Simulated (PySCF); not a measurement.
## A series of derivatives of propionate ion

Parent skeleton `[CH3:1][CH2:2][C:3](=[O:4])[O-:5]`; one hydrogen on atom 2 is replaced by X. Hydrogens on one atom are averaged.

[PySCF: geometry: GFN2-xTB; shieldings: GIAO PBE0/pcSseg-1; no solvent; one computed conformer; relativity neglected; fast rotation and ring inversion assumed for equivalent nuclei]

Chemical shifts δ = σref − σ; ¹³C (σ = 186.93 ppm), ¹H (σ = 31.72 ppm) against TMS; ¹⁷O (σ = 336.08 ppm) vs H2O, all at this level.

Parent (X = H): C1 16.6, C2 41.8, C3 173.5, O4 333.8, O5 333.8, H(C1) 1.12, H(C2) 1.48 ppm. Effects are Δδ = δ(X) − δ(H), positive for deshielding.

(1) Order these by the shift of H(C2), most shielded first.
A. X = OC2H5
B. X = CH2Cl
C. X = SCF3

(2) Order these by the shift of O5, most shielded first.
A. X = SCF3
B. X = OC2H5
C. X = CH2Cl

Results:

(1) B (+0.48 ppm), A (+2.39 ppm), C (+2.77 ppm).

(2) B (-19.7 ppm), C (+8.1 ppm), A (+17.7 ppm).

Unscaled 17O shifts of doubly bonded oxygen tend to come out too high, by tens of ppm or more. Experimental scales use liquid or dissolved standards, which lie at an offset from isolated H2O (liquid H2O: subtract about 36 ppm).
